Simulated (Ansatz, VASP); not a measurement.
**Cr: VASP beside Ansatz**

```xyz
1
Lattice="-1.4617 1.4617 1.4032 1.4617 -1.4617 1.4032 1.4617 1.4617 -1.4032" Properties=species:S:1:pos:R:3 pbc="T T T"
Cr    0.0000    0.0000    0.0000
```

Alike in both runs: task single point; functional PBE; k mesh 26 × 26 × 26; occupations gaussian, width 0.15 eV; no spin polarisation.

|  | VASP | Ansatz |
| --- | --- | --- |
| version | VASP 6.6.1 | Ansatz 0.2.0 |
| potentials or method | VASP PAW PBE potentials, release 64 (Cr_pv) | scalar-relativistic, plane waves, PAW |
| plane-wave cutoff (eV) | 520 | 420 |
| valence electrons in the cell | 12 | 14 |

Ansatz gave:

```
gap on the k mesh at the Fermi level (eV)       : none
pressure (GPa)                                  : -8.6
largest component of the traceless stress (GPa) : 8.78
```

Which values does VASP return?

gap on the k mesh at the Fermi level (eV): none; pressure (GPa): -9.1; largest component of the traceless stress (GPa): 8.71.

A gap of «none» marks a metal or a gap that the smearing closes. With one functional, cell and mesh, what is left measures potentials, basis and numerics. The two sets of potentials don't hold the same shells in valence.

Caveats: the run has no spin polarisation, though such a crystal can be magnetic. Spin polarisation is off, so any magnetic state and its effect on volume and gap are missing.
